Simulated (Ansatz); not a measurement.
## Ge under changes of volume

One of the cells (18.253 Å³/atom); the others are scaled copies at fixed shape and fractional positions:

```
Ge
1.0
     1.48805   -2.59469    0.00000
     1.48805    2.59469    0.00000
     0.00000    0.00000    4.72760
Ge
2
Cartesian
  1.4881 0.8643 1.1819
  1.4881 -0.8643 3.5457
```

This isn't the form of Ge at room conditions, which is diamond.

- Program: Ansatz 0.2.0
- Functional: LDA
- Potentials or basis: Ansatz PAW
- Cutoff: 420 eV (not typed: the program's choice for these potentials)
- k mesh: 10 × 10 × 6
- Occupations: fermi-dirac, width 0.05 eV
- Spin: no spin polarisation

| volume (Å³/atom) | energy over the lowest point (meV/atom) | pressure (GPa) | largest force (eV/Å) |
| --- | --- | --- | --- |
| 17.158 | 9.97 | 4.1 | 0.001 |
| 17.523 | 2.86 | 2.1 | 0.001 |
| 17.888 | 0.00 | 0.4 | 0.000 |
| 18.253 | 0.96 | -1.2 | 0.000 |
| 18.618 | 5.36 | -2.6 | 0.001 |
| 18.984 | 12.84 | -3.9 | 0.001 |
| 19.349 | ? | ? | ? |

Q: What does the run at 19.349 Å³/atom give?

A: Energy over the lowest point 23.11 meV/atom; pressure -5.1 GPa; largest force 0.002 eV/Å.

Worked out: A Birch-Murnaghan fit of order 3 (a polynomial in V^(-2/3)) to the other rows has its minimum at 17.97 Å³/atom with B0 = V·E''(V) = 80 GPa and B' = 4.4 at fixed shape and positions, which overstates the stiffness. It gives 23.07 meV/atom at 19.349 Å³/atom, against the run's 23.11, and -dE/dV = -5.1 GPa, against -5.1.

Energies are extrapolated to zero smearing.

Caveats: the PAW data sets come from PBE, with cores solved anew for the run's functional, which leaves a small shift of forces and pressure.
